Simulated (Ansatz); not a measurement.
## Strain response of SnO

Computed with Ansatz, DFT PBE+D3(BJ), scalar-relativistic, plane waves, PAW. Run with 420 eV cutoff, 10×10×4 k-mesh, Gaussian smearing of 0.10 eV, no spin polarisation.

Starting point, cell and atoms relaxed:

```
Sn O
1.0
     2.71251   -2.71250    0.00000
     2.71251    2.71250    0.00000
     0.00000    0.00000    9.51785
Sn O
4 4
Direct
  0.99989 0.00011 0.00023
  0.00011 0.99989 0.50023
  0.50013 0.49987 0.25677
  0.49987 0.50013 0.75677
  0.00018 0.49981 0.37850
  0.99982 0.50019 0.87850
  0.50019 0.99982 0.37850
  0.49981 0.00018 0.87850
```

Deformation: biaxial strain in the a-b plane, with the length and tilt of c and the atoms relaxed, all within the symmetry that the strain leaves. Energies are extrapolated to zero smearing. Stress is positive in compression, on the Cartesian axes of the cell above. Gaps are Kohn–Sham gaps over the whole zone.

```tsv
strain (%)	ΔE (meV/atom)	a (Å)	b (Å)	c (Å)	σxx (GPa)	σyy (GPa)	σzz (GPa)	gap (eV)
-2.0	7.8	3.759	3.759	9.640	3.61	3.61	-0.01	metal
-1.0	2.0	3.798	3.798	9.583	1.77	1.77	-0.01	metal
+0.0	0.0	3.836	3.836	9.518	0.05	0.05	0.02	metal
+1.0	1.7	3.874	3.874	9.456	-1.56	-1.56	-0.01	0.15
+2.0	6.7	3.913	3.913	9.384	-3.03	-3.03	0.00	0.30
```

Closed-shell ions balance this formula, and semilocal functionals make gaps too small, so «metal» can mean here that the functional has closed a real gap.